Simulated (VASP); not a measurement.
# TiC (P-6m2) in VASP: settings compared

Aim: see how the results for TiC move with the level of theory and the settings. Levels: RPBE, BLYP+D3, BLYP+D3(BJ). Tasks: relaxation of cell and atoms.

Everything below comes from runs of VASP 6.6.1. Logs are shortened: lines on timing, memory, paths and dates and some standing lists are left out, and cuts for length are marked.

## 1. The crystal as given

Symmetry: P-6m2, No. 187, hexagonal system. Conventional cell: a = 3.042 Å, b = 3.042 Å, c = 2.698 Å, α = 90.00°, β = 90.00°, γ = 120.00°. Ti (site symmetry -6m2) is surrounded by 6 C at 2.21 Å. C (site symmetry -6m2) is surrounded by 6 Ti at 2.21 Å.

The cell was built by a generator and needn't be a form met in nature.

## 2. Relaxation of cell and atoms, RPBE

File INCAR:

```
SYSTEM = TiC
PREC = Accurate
ENCUT = 600
EDIFF = 1E-6
ISMEAR = -1
SIGMA = 0.05
LREAL = .False.
LASPH = .True.
NELM = 80
ALGO = Normal
ISIF = 3
LWAVE = .False.
LCHARG = .False.
GGA = RP
IBRION = 2
NSW = 40
EDIFFG = -0.01
```

File KPOINTS:

```
Automatic mesh
0
Gamma
  10 10 10
  0 0 0
```

File POSCAR:

```
TiC
1.0
    3.0420900000      0.0000000000      0.0000000000
   -1.5210400000      2.6345200000      0.0000000000
    0.0000000000      0.0000000000      2.6979700000
Ti C
1 1
Direct
    0.0000000000      0.0000000000      0.5000000000
    0.3333300000      0.6666700000      0.0000000000
```

Potentials or basis: VASP PAW PBE potentials, release 64 (Ti_sv, C).

The run is started by

```
$ cat potpaw_PBE.64/Ti_sv/POTCAR potpaw_PBE.64/C/POTCAR > POTCAR
$ mpirun -np 1 vasp_std > vasp.out
```

OUTCAR:

```text
SYSTEM = TiC
   PREC = Accurate
   ENCUT = 600
   EDIFF = 1E-6
   ISMEAR = -1
   LREAL = .False.
   LASPH = .True.
   NELM = 80
   ISIF = 3
   GGA = RP
   IBRION = 2
   NSW = 40
   EDIFFG = -0.01

 ion  position               nearest neighbor table
   1  0.000  0.000  0.500-   2 2.21   2 2.21   2 2.21   2 2.21   2 2.21   2 2.21
   2  0.333  0.667  0.000-   1 2.21   1 2.21   1 2.21   1 2.21   1 2.21   1 2.21

  LATTYP: Found a hexagonal cell.
 ALAT       =     3.0420900000
 C/A-ratio  =     0.8868804013

  Lattice vectors:

 A1 = (   3.0420900000,   0.0000000000,   0.0000000000)
 A2 = (  -1.5210400000,   2.6345200000,   0.0000000000)
 A3 = (   0.0000000000,   0.0000000000,   2.6979700000)

Analysis of symmetry for initial positions (statically):
=====================================================================
 Subroutine PRICEL returns:
 Original cell was already a primitive cell.

 Routine SETGRP: Setting up the symmetry group for a
 hexagonal supercell.

 Subroutine GETGRP returns: Found  4 space group operations
 (whereof  4 operations were pure point group operations)
 out of a pool of 24 trial point group operations.

The static configuration has the point symmetry C_2v.

Analysis of symmetry for dynamics (positions and initial velocities):
=====================================================================
 Subroutine PRICEL returns:
 Original cell was already a primitive cell.

 Routine SETGRP: Setting up the symmetry group for a
 hexagonal supercell.

 Subroutine GETGRP returns: Found  4 space group operations
 (whereof  4 operations were pure point group operations)
 out of a pool of 24 trial point group operations.

The dynamic configuration has the point symmetry C_2v.

 Subroutine INISYM returns: Found  4 space group operations
 (whereof  4 operations are pure point group operations),
 and found     1 'primitive' translations

----------------------------------------------------------------------------------------

                                     Primitive cell

  volume of cell :      21.6227

  direct lattice vectors                    reciprocal lattice vectors
     3.042090000  0.000000000  0.000000000     0.328721372  0.189787269  0.000000000
    -1.521040000  2.634520000  0.000000000     0.000000000  0.379575786  0.000000000
     0.000000000  0.000000000  2.697970000     0.000000000  0.000000000  0.370649044

  length of vectors
     3.042090000  3.042081247  2.697970000     0.379574694  0.379575786  0.370649044

  position of ions in fractional coordinates (direct lattice)
     0.000000000  0.000000000  0.500000000
[... 102 lines left out ...]
   LORBIT       =      0    0 simple, 1 ext, 2 COOP (PROOUT), +10 PAW based schemes
   GGA     = RP    functional components
   LHFCALC =     F    Hartree Fock is set to
   AEXX    =    0.0000 exact exchange contribution
   IVDW    =     0    specifies the selected vdW correction
   LEPSILON=     F    determine dielectric tensor
   LRPA    =     F    only Hartree local field effects (RPA)
 conjugate gradient relaxation of ions
 non-spin polarized calculation
  energy-cutoff  :      600.00
  volume of cell :       21.62
 maximum number of plane-waves:       734
   NGX = 13   NGY = 13   NGZ = 11

--------------------------------------- Ionic step        1  -------------------------------------------

 number of electron      15.9999999 magnetization

 Free energy of the ion-electron system (eV)
  ---------------------------------------------------
  ext. energy  EPLUGINS =         0.00000000
  ---------------------------------------------------
  free energy    TOTEN  =       -16.47557975 eV

  energy without entropy =      -16.47175275  energy(sigma->0) =      -16.47366625

------------------------ aborting loop because EDIFF is reached ----------------------------------------

  FORCE on cell =-STRESS in cart. coord.  units (eV):
  Direction    XX          YY          ZZ          XY          YZ          ZX
  --------------------------------------------------------------------------------------
  -------------------------------------------------------------------------------------
  Total        0.5600555      0.5600210      0.5586509     -0.0000261      0.0000000      0.0000000
  in kB       41.4983665     41.4958108     41.3942844     -0.0019375      0.0000000      0.0000000
  external PRESSURE =      41.4628205 kB  Pullay stress =       0.0000000 kB
[... 167 lines left out ...]
--------------------------------------- Ionic step        6  -------------------------------------------

 number of electron      15.9999999 magnetization

 Free energy of the ion-electron system (eV)
  ---------------------------------------------------
  ext. energy  EPLUGINS =         0.00000000
  ---------------------------------------------------
  free energy    TOTEN  =       -16.48145433 eV

  energy without entropy =      -16.47739102  energy(sigma->0) =      -16.47942267

 E-fermi :   8.5334     XC(G=0): -12.0832

 val. band max:        8.4547618305   @ k =  -0.4000   0.4000   0.0000
 cond. band min:       8.5446126083   @ k =  -0.1000   0.4000   0.0000
 fundamental gap:      0.0898507778
 Fermi energy:         8.5334133284

 k-point     1 :       0.0000    0.0000    0.0000
  band No.  band energies     occupation
      1     -48.2374      2.00000
      2     -24.3369      2.00000
      3     -24.3368      2.00000
      4     -23.8732      2.00000
      5      -3.4580      2.00000
      6       6.9357      2.00000
      7       6.9358      2.00000
      8       7.6058      2.00000
      9      10.8244      0.00000
     10      11.7672      0.00000
     11      11.7672      0.00000
     12      14.0790      0.00000
[... 331 lines left out ...]
 k-point    24 :      -0.2000    0.4000    0.0000
  band No.  band energies     occupation
      1     -48.2000      2.00000
      2     -24.5962      2.00000
      3     -24.4369      2.00000
      4     -23.8392      2.00000
      5      -1.7613      2.00000
      6       4.6323      2.00000
      7       7.1846      2.00000
      8       8.6231      0.28535
      9       8.7083      0.05879
     10      11.3469      0.00000
     11      11.9117      0.00000
     12      12.4708      0.00000

 [... further k-points ...]

------------------------ aborting loop because EDIFF is reached ----------------------------------------

  FORCE on cell =-STRESS in cart. coord.  units (eV):
  Direction    XX          YY          ZZ          XY          YZ          ZX
  --------------------------------------------------------------------------------------
  -------------------------------------------------------------------------------------
  Total        0.0133463      0.0133919      0.0079946      0.0000395      0.0000000      0.0000000
  in kB        0.9689735      0.9722782      0.5804242      0.0028686      0.0000000      0.0000000
  external PRESSURE =       0.8405586 kB  Pullay stress =       0.0000000 kB
[... 17 lines left out ...]
  FREE ENERGIE OF THE ION-ELECTRON SYSTEM (eV)
  ---------------------------------------------------
  free  energy   TOTEN  =       -16.4814543295 eV

  energy  without entropy=      -16.4773910181  energy(sigma->0) =      -16.47942267

 reached required accuracy - stopping structural energy minimisation
```

Run time: 2.6 min. Hardware: 1 thread of AMD EPYC 7R43 (Zen 3), shared host; peak memory 0.16 GiB.

Results:

```
Free energy                            : -16.4815 eV
Relaxed volume                         : 11.03 Å³/atom
Relaxed cell                           : a = 3.068 Å, b = 3.068 Å, c = 2.708 Å, α = 90.00°, β = 90.00°, γ = 120.00°
Space group after relaxing (to 0.05 Å) : P-6m2 (No. 187)
Energy gained by relaxing              : 2.9 meV/atom
Ionic steps                            : 6
Pressure after relaxing                : 0.1 GPa
Band gap on the k mesh                 : none (metal or under the smearing width)
```

Step by step:
| step | energy change (eV) | largest force (eV/Å) | pressure (GPa) | volume (Å³) |
| --- | --- | --- | --- | --- |
| 1 | 0.0000 | 0.0001 | 4.15 | 21.62 |
| 2 | 0.0001 | 0.0000 | -4.00 | 22.51 |
| 3 | -0.0057 | 0.0001 | -0.04 | 22.06 |
| 4 | -0.0057 | 0.0001 | 0.01 | 22.05 |
| 5 | -0.0058 | 0.0000 | 0.07 | 22.06 |
| 6 | -0.0059 | 0.0000 | 0.08 | 22.07 |

Final structure:
```xyz
2
Lattice="3.0676 0.0000 0.0000 -1.5338 2.6566 0.0000 0.0000 0.0000 2.7080" Properties=species:S:1:pos:R:3 pbc="T T T"
Ti    3.0676    0.0000    1.3540
C     0.0000    1.7711    0.0000
```

Caveat: the PAW data sets were made with another functional, which shifts forces and pressure a little.

## 3. Relaxation of cell and atoms, BLYP+D3

File INCAR:

```
SYSTEM = TiC
PREC = Accurate
ENCUT = 600
EDIFF = 1E-6
ISMEAR = -1
SIGMA = 0.05
LREAL = .FALSE.
LASPH = .TRUE.
NELM = 100
ALGO = Normal
ISIF = 3
LWAVE = .FALSE.
LCHARG = .FALSE.
GGA = B5
ALDAX = 1.0
AGGAX = 1.0
AGGAC = 1.0
ALDAC = 0.0
IVDW = 11
VDW_S6 = 1.0
VDW_S8 = 1.682
VDW_SR = 1.094
VDW_SR8 = 1.0
IBRION = 2
NSW = 40
EDIFFG = -0.02
```

File KPOINTS:

```
Automatic mesh
0
G
  10 10 10
  0 0 0
```

POSCAR is that of step 2.

Potentials or basis: VASP PAW PBE potentials, release 64 (Ti_sv, C).

The run is started by

```
$ cat potpaw_PBE.64/Ti_sv/POTCAR potpaw_PBE.64/C/POTCAR > POTCAR
$ mpirun -np 1 vasp_std > vasp.out
```

Run time: 1.7 min. Hardware: 1 thread of AMD EPYC 9R45 (Zen 5), shared host; peak memory 0.17 GiB.

The run converged. Its results:

| Item | Value |
| --- | --- |
| Free energy | -16.8681 eV |
| Relaxed volume | 10.85 Å³/atom |
| Relaxed cell | a = 3.045 Å, b = 3.045 Å, c = 2.701 Å, α = 90.00°, β = 90.00°, γ = 120.00° |
| Space group after relaxing (to 0.05 Å) | P-6m2 (No. 187) |
| Energy gained by relaxing | 0.1 meV/atom |
| Ionic steps | 3 |
| Pressure after relaxing | 0.0 GPa |
| Band gap on the k mesh | none (metal or under the smearing width) |
| Dispersion energy per atom | -0.559 eV |

Stress tensor (GPa, compression positive):
```
 0.05  0.00  0.00
 0.00  0.05  0.00
 0.00  0.00 -0.11
```

Step by step:
```
step  energy change (eV)  largest force (eV/Å)  pressure (GPa)  volume (Å³)
   1              0.0000                0.0001            0.73        21.62
   2              0.0001                0.0000           -0.82        21.78
   3             -0.0002                0.0001           -0.01        21.69
```

Final structure:
```
Ti C
1.0
     3.04534    0.00000    0.00000
    -1.52266    2.63733    0.00000
     0.00000    0.00000    2.70101
Ti C
1 1
Direct
  0.00000 0.00000 0.50000
  0.33333 0.66667 0.00000
```

Levels at points of the mesh, in eV from the Fermi level:
```
           k point  band 6  band 7  band 8  band 9  band 10  band 11
(0.00, 0.00, 0.00)   -1.58   -1.58   -0.87    2.28     3.23     3.23
(0.50, 0.00, 0.00)   -4.64   -0.65   -0.33    0.23     2.94     3.37
(0.50, 0.50, 0.00)   -4.64   -0.65   -0.33    0.23     2.94     3.37
(0.00, 0.00, 0.50)   -5.37   -0.53   -0.53    1.10     1.10     4.59
(0.50, 0.00, 0.50)   -3.87   -2.44   -2.20    1.64     3.16     4.22
(0.50, 0.50, 0.50)   -3.87   -2.44   -2.20    1.64     3.16     4.22
```

Caveat: the PAW data sets were made with another functional, which shifts forces and pressure a little; pairwise dispersion overbinds metals, which lowers pressure and volume.

## 4. Relaxation of cell and atoms, BLYP+D3(BJ)

File INCAR:

```
SYSTEM = TiC
AGGAC = 1.0
AGGAX = 1.0
ALDAC = 0.0
ALDAX = 1.0
ALGO = Normal
EDIFF = 1E-6
EDIFFG = -0.005
ENCUT = 600
GGA = B5
IBRION = 2
ISIF = 3
ISMEAR = -1
IVDW = 12
LASPH = .TRUE.
LCHARG = .FALSE.
LREAL = .FALSE.
LWAVE = .FALSE.
NELM = 60
NSW = 60
PREC = Accurate
SIGMA = 0.05
VDW_A1 = 0.4298
VDW_A2 = 4.2359
VDW_S6 = 1.0
VDW_S8 = 2.6996
```

File KPOINTS:

```
k-points
0
G
  10 10 10
  0 0 0
```

POSCAR is that of step 3.

The run is started by

```
$ cat potpaw_PBE.64/Ti_sv/POTCAR potpaw_PBE.64/C/POTCAR > POTCAR
$ mpirun -np 1 vasp_std > vasp.out
```

Run time: 2.6 min. Hardware: 1 thread of AMD EPYC 9R45 (Zen 5), shared host; peak memory 0.17 GiB.

Results (log left out):

- Free energy: -17.6617 eV
- Relaxed volume: 10.44 Å³/atom
- Relaxed cell: a = 3.000 Å, b = 3.000 Å, c = 2.680 Å, α = 90.00°, β = 90.00°, γ = 120.00°
- Space group after relaxing (to 0.05 Å): P-6m2 (No. 187)
- Energy gained by relaxing: 8.1 meV/atom
- Ionic steps: 7
- Pressure after relaxing: 0.0 GPa
- Band gap on the k mesh: 0.08 eV, indirect (least direct gap 0.13 eV)
- Dispersion energy per atom: -0.983 eV

Step by step:
```tsv
step	energy change (eV)	largest force (eV/Å)	pressure (GPa)	volume (Å³)
1	0.0000	0.0001	-6.98	21.62
2	0.0041	0.0000	8.78	20.18
3	-0.0157	0.0001	-0.04	20.93
4	-0.0157	0.0001	0.04	20.92
5	-0.0162	0.0000	0.05	20.90
6	-0.0162	0.0000	0.05	20.89
7	-0.0162	0.0000	0.04	20.89
```

Final structure:
```xyz
2
Lattice="3.0000 0.0000 0.0000 -1.5000 2.5981 0.0000 0.0000 0.0000 2.6801" Properties=species:S:1:pos:R:3 pbc="T T T"
Ti    3.0000    0.0000    1.3401
C     0.0000    1.7320    0.0000
```

Levels at points of the mesh, in eV from the valence-band top:
```tsv
k point	band 6	band 7	band 8	band 9	band 10	band 11
(0.00, 0.00, 0.00)	-1.57	-1.57	-0.89	2.33	3.42	3.42
(0.50, 0.00, 0.00)	-4.71	-0.65	-0.38	0.35	3.10	3.60
(0.50, 0.50, 0.00)	-4.71	-0.65	-0.38	0.35	3.10	3.60
(0.00, 0.00, 0.50)	-5.47	-0.47	-0.47	1.18	1.18	4.78
(0.50, 0.00, 0.50)	-3.94	-2.45	-2.23	1.75	3.39	4.48
(0.50, 0.50, 0.50)	-3.94	-2.45	-2.23	1.75	3.39	4.48
```

Caveat: the PAW data sets were made with another functional, which shifts forces and pressure a little.

## 5. Summary

| level | gap on the mesh (eV) | pressure (GPa) | relaxed volume (Å³/atom) |
| --- | --- | --- | --- |
| RPBE | none | 0.1 | 11.03 |
| BLYP+D3 | none | 0.0 | 10.85 |
| BLYP+D3(BJ) | 0.08 | 0.0 | 10.44 |

Alike in all rows: task relaxation of cell and atoms; potentials or basis VASP PAW PBE potentials, release 64 (Ti_sv, C); no spin polarisation; cell relaxed; k mesh 10 × 10 × 10; cutoff (eV) 600; smearing fermi-dirac 0.05 eV.

Caveats: the PAW data sets were made with another functional, which shifts forces and pressure a little; pairwise dispersion overbinds metals, which lowers pressure and volume (some runs).

Total energies depend on the potentials used, so only differences within one code and one set of settings carry meaning.
